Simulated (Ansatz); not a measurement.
## One input, then a changed one: Ta (beta tin type)

First run: DFT, PBE, PAW with Ansatz's default frozen-core files, scalar-relativistic (Ansatz 0.2.0).

Command: `ansatz run input.yaml --threads 1 --pin off --max-ram 2048MiB --backend cpu --events-out ev --progress --plain --runs-dir out` It took 37 s on 1 thread of Arm Neoverse V1 (shared host), peak memory 0.41 GiB.

```yaml
crystal:
  lattice:
    - [-2.1264117106, 2.1264117106, 1.1318686814]
    - [2.1264117106, -2.1264117106, 1.1318686814]
    - [2.1264117106, 2.1264117106, -1.1318686814]
  atoms:
    - { symbol: Ta, position: [-0.375, -0.125, -0.25] }
    - { symbol: Ta, position: [0.375, 0.125, 0.25] }
kpoints:
  mp_grid: { grid: [17, 17, 17] }
scf:
  occupations: { method: fermi_dirac, width: 0.1 }
hamiltonian:
  xc: pbe
  pseudopotentials: { kind: paw }
output:
  forces: true
  stress: true
relax:
  f_tol: 0.005
  max_steps: 30
  cell: { stress_tol: 0.49, fix: [volume] }
```

The cell comes from a relaxation on PAW files under the same functional, begun from a prototype that needn't be the stable phase.

This run: shape and atoms relaxed at 0.52 of the base cell's volume.

It converges in 25 SCF iterations over all geometries at a pressure of 372.7 GPa, ending at 10.24 Å³/atom, cutoff 420 eV.

The input is then changed:

```diff
   occupations: { method: fermi_dirac, width: 0.1 }
+  max_iter: 80
 hamiltonian:
   cell: { stress_tol: 0.49, fix: [volume] }
+  max_displacement: 2.0
```

Question: Does this change harm the result?

Answer: Not here: the run converges in 25 SCF iterations over all geometries at a pressure of 372.7 GPa, ending at 10.24 Å³/atom, cutoff 420 eV, free energy 0.0 meV/atom against the first run's, and its energy lies within 1 meV/atom of the first run's.
